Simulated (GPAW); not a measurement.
Set up this calculation in GPAW 26.7.0, as an ASE script.

| Property | Result |
| --- | --- |
| Task | band structure |
| Functional | r2SCAN |
| Potentials or basis | GPAW PAW data sets (gpaw-data 1.2.1) |
| Cutoff | 600 eV |
| Basis | pw |
| k mesh | 9 × 9 × 5 |
| Occupations | fermi-dirac, width 0.05 eV |
| Spin | no spin polarisation |
| Maxiter | 150 |
| Band path | GMKGALHA,LM,KH |
| Band points | 100 |

The structure of TaS2 lies in TaS2.xyz:

```xyz
3
Lattice="3.3500000000 0.0000000000 0.0000000000 -1.6750000000 2.9011851027 0.0000000000 0.0000000000 0.0000000000 5.8600000000" Properties=species:S:1:pos:R:3 pbc="T T T"
Ta     0.0000000000      0.0000000000      0.0000000000
S      1.6750000002      0.9670617008      4.3950000000
S     -0.0000000002      1.9341234019      1.4650000000
```

These files were run (other wordings do the same):

run.py

```python
from ase.dft.bandgap import bandgap
from ase.io import read, write
from ase.units import GPa
from gpaw import GPAW, PW

atoms = read('TaS2.xyz')

calc = GPAW(mode=PW(600),
            xc='MGGA_X_R2SCAN+MGGA_C_R2SCAN',
            kpts={'size': (9, 9, 5), 'gamma': True},
            occupations={'name': 'fermi-dirac', 'width': 0.05},
            nbands=25,
            convergence={'density': 1e-05, 'energy': 1e-05},
            maxiter=150,
            txt='gpaw.txt')
atoms.calc = calc
energy = atoms.get_potential_energy()
forces = atoms.get_forces()
stress = atoms.get_stress()
calc.write('gs.gpw')
write('result.traj', atoms)
print(f'Energy: {energy:.6f} eV')
print('Forces (eV/A):')
print(forces.round(4))
print('Stress (GPa):', (stress / GPa).round(3))
print('Fermi level:', round(calc.get_fermi_level(), 4), 'eV')
print(f'Gap: {bandgap(calc)[0]:.4f} eV, direct: {bandgap(calc, direct=True)[0]:.4f} eV')

path = atoms.cell.bandpath('GMKGALHA,LM,KH', npoints=100, eps=1e-4)
bs_calc = calc.fixed_density(kpts=path, symmetry='off', nbands=39,
                             convergence={'bands': 'CBM+6.0', 'eigenstates': 1e-6}, txt='bands.txt')
bs = bs_calc.band_structure()
bs.write('bs.json')
print(f'Gap on the path: {bandgap(bs_calc)[0]:.4f} eV')
```

Potentials or basis: GPAW PAW data sets (gpaw-data 1.2.1), pw.

Launch:

```sh
$ OMP_NUM_THREADS=1 python run.py
```

It gave:

The pressure is 8.0 GPa and the largest force is 1.020 eV/Å. The band gap along the path is none (metal or under the smearing width).

Caveat: the PAW data sets were made with another functional, which shifts forces and pressure a little; spin-orbit coupling is left out, which moves the levels of the heavy elements.

It took 3.6 min on 1 thread of Arm Neoverse V2 (shared host), peak memory 0.52 GiB.
